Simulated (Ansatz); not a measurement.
**Ionic part of the dielectric constant of CsCl at 4 GPa, mode by mode**

The calculation used Ansatz 0.2.0, DFT LDA, scalar-relativistic, plane waves, PAW. Plane waves to 420 eV; Γ-centred k mesh 6×6×6; fixed occupations. No spin polarisation. Phonons by linear response, acoustic sum rule imposed.

The structure is cubic, space group Pm-3m (No. 221). The conventional cell has a = 3.816 Å, b = 3.816 Å, c = 3.816 Å, α = 90.00°, β = 90.00°, γ = 90.00°. Cs (site symmetry m-3m) is surrounded by 8 Cl at 3.30 Å. Cl (site symmetry m-3m) is surrounded by 8 Cs at 3.30 Å.

Spin–orbit coupling is left out, which matters for heavy elements.

The primitive cell has V = 55.56 Å³ and ε∞,zz = 3.444. Each polar mode adds Δε = (4.92064×10⁷/V)·S/ν² along z, with S its oscillator strength in e²/amu, ν in cm⁻¹ and V in Å³.

Question: From these modes, find each Δε and ε0,zz.
```csv
ν (cm⁻¹),S_zz (e²/amu)
149.9,0.06836
```

Answer:
```csv
ν (cm⁻¹),Δε
149.9,2.69
```

The sum is 2.695, so ε0,zz = 6.14; the run's tensor has 6.14.

Question: Where do the longitudinal modes lie for a wave vector along z?

Answer: At 200 cm⁻¹. The Lyddane–Sachs–Teller product Π(ν_LO/ν_TO)² = 1.78 matches ε0/ε∞ = 1.78.